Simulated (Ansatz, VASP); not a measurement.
**Mo: VASP beside Ansatz**

The input INCAR:

```
PREC = Accurate
ENCUT = 600
EDIFF = 1E-6
ISMEAR = -1
SIGMA = 0.15
LREAL = False
LASPH = True
NELM = 100
ALGO = Fast
ISIF = 3
LWAVE = False
LCHARG = False
GGA = PS
IBRION = 2
NSW = 80
EDIFFG = -0.001
```

File KPOINTS:

```
Automatic mesh
0
Gamma
  20 20 20
```

Contents of POSCAR:

```
Mo
1.0
   -1.5646440664      1.5646440664      1.5646440664
    1.5646440664     -1.5646440664      1.5646440664
    1.5646440664      1.5646440664     -1.5646440664
Mo
1
Direct
    0.0000000000      0.0000000000      0.0000000000
```

Input for Ansatz:

```yaml
crystal:
  lattice:
    - [-1.5646440664, 1.5646440664, 1.5646440664]
    - [1.5646440664, -1.5646440664, 1.5646440664]
    - [1.5646440664, 1.5646440664, -1.5646440664]
  atoms:
    - { symbol: Mo, position: [0.0, 0.0, 0.0] }
basis:
  ecutwfc: 420
kpoints:
  mp_grid: { grid: [20, 20, 20] }
hamiltonian:
  xc: pbesol
scf:
  occupations: { method: fermi_dirac, width: 0.15 }
output:
  forces: true
  stress: true
  eigenvalues: true
relax:
  adjacent_minimum: "off"
  f_tol: 0.001
  max_steps: 60
  cell: { stress_tol: 0.01 }
```

Alike in both runs: task relaxation of cell and atoms; functional PBEsol; k mesh 20 × 20 × 20; occupations fermi-dirac, width 0.15 eV; no spin polarisation.

|  | VASP | Ansatz |
| --- | --- | --- |
| version | VASP 6.6.1 | Ansatz 0.2.0 |
| potentials or method | VASP PAW PBE potentials, release 64 (Mo_sv) | scalar-relativistic, plane waves, PAW |
| plane-wave cutoff (eV) | 600 | 420 |
| valence electrons in the cell | 14 | 14 |

Ansatz gave:

| Property | Result |
| --- | --- |
| gap on the k mesh at the Fermi level, each at its own relaxed structure (eV) | none |
| relaxed volume (Å³/atom) | 15.33 |
| relaxed cell length with the largest relative difference (Å) | 2.711 |

Question: Which values does VASP return?

Answer: gap on the k mesh at the Fermi level, each at its own relaxed structure (eV): none; relaxed volume (Å³/atom): 15.36; relaxed cell length with the largest relative difference (Å): 2.712.

A gap of «none» marks a metal or a gap that the smearing closes.

Caveats: the PAW data sets were made with another functional, which shifts forces and pressure a little (VASP).
